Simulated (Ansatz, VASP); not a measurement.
# Two plane-wave programs on Cu

```xyz
2
Lattice="1.7975 1.7975 0.0000 -1.7975 1.7975 0.0000 0.0000 0.0000 3.4921" Properties=species:S:1:pos:R:3 pbc="T T T"
Cu    0.0000    0.0000    0.0000
Cu    0.0000    1.7975    1.7461
```

Change from the starting cell: uniaxial strain along c, a, b and atoms relaxed: -2.0 %.

Alike in both runs: functional PBEsol; k mesh 20 × 20 × 14; occupations gaussian, width 0.1 eV; no spin polarisation.

Ansatz relaxed the structure, and its values are those at the end. VASP's run is a single point on that final structure, the one shown.

```csv
,VASP,Ansatz
version,VASP 6.6.1,Ansatz 0.2.0
potentials or method,"VASP PAW PBE potentials, release 64 (Cu)","scalar-relativistic, plane waves, PAW"
plane-wave cutoff (eV),520,420
valence electrons in the cell,22,38
```

|  | VASP | Ansatz | Ansatz less VASP |
| --- | --- | --- | --- |
| gap on the k mesh at the Fermi level (eV) | none | none | - |
| pressure (GPa) | 1.7 | 0.5 | -1.21 |

A gap of «none» marks a metal or a gap that the smearing closes. The functional is the same, so the differences come from potentials, cutoffs and numerics. The two sets of potentials don't hold the same shells in valence.

Caveats: the PAW data sets were made with another functional, which shifts forces and pressure a little (VASP).
